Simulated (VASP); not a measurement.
Yb, 1 atom in the cell. It takes space group Im-3m (No. 229, cubic). Conventional cell: a = 4.303 Å, b = 4.303 Å, c = 4.303 Å, α = 90.00°, β = 90.00°, γ = 90.00°. Around Yb (site symmetry m-3m) lie 8 Yb at 3.73 Å. This isn't the form of Yb at room conditions, which is fcc.

* Program: VASP 6.6.1
* Task: single point
* Functional: RPBE
* Potentials or basis: VASP PAW PBE potentials, release 64 (Yb)
* Cutoff: 520 eV
* k mesh: 9 × 9 × 9
* Occupations: gaussian, width 0.1 eV
* Spin: collinear spin, ferromagnetic start
* Starting moments: [1.0] μB
* Further INCAR settings: ALGO = Normal; EDIFF = 1.00e-06

Potentials or basis: VASP PAW PBE potentials, release 64 (Yb).

Launch:

```bash
$ python run.py
```

Hardware: 1 thread of Intel(R) Xeon(R) 6975P-C (Granite Rapids), with other jobs on the host.

Problem. How long does it take, and how much memory?

Solution. Wall time 84 s on 1 thread of Intel(R) Xeon(R) 6975P-C (Granite Rapids), with other jobs on the host, peak memory 0.21 GiB. Counts: scf iterations 47, k points 35.
